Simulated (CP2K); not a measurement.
BN:

```
CELL_PARAMETERS angstrom
2.56397 0.00000 0.00000
1.28199 2.22046 0.00000
1.28199 0.74015 2.09347
ATOMIC_POSITIONS crystal
N 0.25000 0.25000 0.25000
B 0.00000 0.00000 0.00000
```

The cell is a database's computed one.

Program: CP2K 2026.2. Alike in all runs: task band structure; no spin polarisation; cell as given; k mesh 13 × 13 × 13.

Q: Order these runs on this cell by their pressure, lowest first.
A. level r2SCAN; potentials or basis POTENTIAL_UZH N GTH-SCAN-q5, B GTH-SCAN-q3; TZVP-MOLOPT-SCAN-GTH basis; smearing fermi-dirac 0.0259 eV; EPS_DEFAULT 1.0E-9; NGRIDS 5; points a segment of the path (NPOINTS) 8; CUTOFF of the grids 675 Ry
B. level PBEsol; potentials or basis POTENTIAL_UZH N GTH-PBE-q5, B GTH-PBE-q3; TZVP-MOLOPT-PBE-GTH basis; smearing fermi-dirac 0.01 eV; EPS_DEFAULT 1.0E-10; NGRIDS 4; points a segment of the path (NPOINTS) 10; CUTOFF of the grids 450 Ry
C. level LDA; potentials or basis GTH_POTENTIALS N GTH-PADE-q5, B GTH-PADE-q3; TZVP-MOLOPT-PBE-GTH basis; smearing fermi-dirac 0.05 eV; EPS_DEFAULT 1.0E-10; NGRIDS 4; points a segment of the path (NPOINTS) 10; CUTOFF of the grids 450 Ry

A: C (-13.4 GPa), A (-4.9 GPa), B (-2.6 GPa).

Caveats: the basis of atomic orbitals isn't converged, which shifts pressures, moduli and gaps; the potentials were made for another functional, which shifts forces and pressure (some runs).
